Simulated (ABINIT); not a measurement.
A run of ABINIT 10.8.3 (patched build) is set up as follows.

run.abi

```
# Pseudopotentials
pp_dirpath "./"
pseudos "31_Ga_13_1.9_2.4_pbe_n_v1.0.psp8, 07_N_5_1.2_1.4_pbe_n_v1.0.psp8"

# Structure
acell 6.0093290763 6.0093290763 9.7623251598
rprim
     1.0000000000     0.0000000000     0.0000000000
    -0.5000000000     0.8660254038     0.0000000000
     0.0000000000     0.0000000000     1.0000000000
ntypat 2
znucl 31 7
natom 4
typat 1 1 2 2
chkprim 0
chksymtnons 0
tolsym 1.0e-6
xred
            2/3            1/3            1/2
            1/3            2/3            0.0
            2/3            1/3            7/8
            1/3            2/3            3/8

# Plane-wave basis
ecut 34.0
ecutsm 0.5

# k points
kptopt 1
ngkpt 8 8 4
nshiftk 1
shiftk 0.0 0.0 0.0

# Exchange and correlation
ixc 11

# Bands and occupations
nband 22
occopt 3
tsmear 0.05 eV

# SCF cycle
nstep 80
tolvrs 1.0e-12

# Output
iomode 3
prteig 0
prtebands 0
prtwf 0
prtden 0

# Relaxation
ionmov 2
optcell 2
ntime 50
tolmxf 2.0e-5
dilatmx 1.08
```

Potentials or basis: SPMS NC PBE v1.0.

Run with:

```bash
$ mpirun --bind-to none -np 4 abinit run.abi > log 2>&1
```

**Question.** Predict the space group after relaxing (to 0.05 Å).

**Answer.** P6_3mc (No. 186).

**Question.** Estimate the band gap on the k mesh.

**Answer.** 1.73 eV, direct.

Step by step:
```csv
step,energy change (eV),largest force (eV/Å),pressure (GPa),volume (Å³)
1,0.0000,0.1375,7.87,45.24
2,-0.0388,0.0737,3.14,46.34
3,-0.0470,0.0311,0.19,47.11
4,-0.0471,0.0219,-0.01,47.17
5,-0.0471,0.0138,-0.06,47.18
6,-0.0471,0.0013,-0.05,47.18
7,-0.0472,0.0020,-0.02,47.17
8,-0.0472,0.0014,0.01,47.16
9,-0.0472,0.0004,0.01,47.16
10,-0.0472,0.0000,0.00,47.16
```

A k mesh can miss the band edges. Zero-point motion and thermal expansion aren't in these numbers.
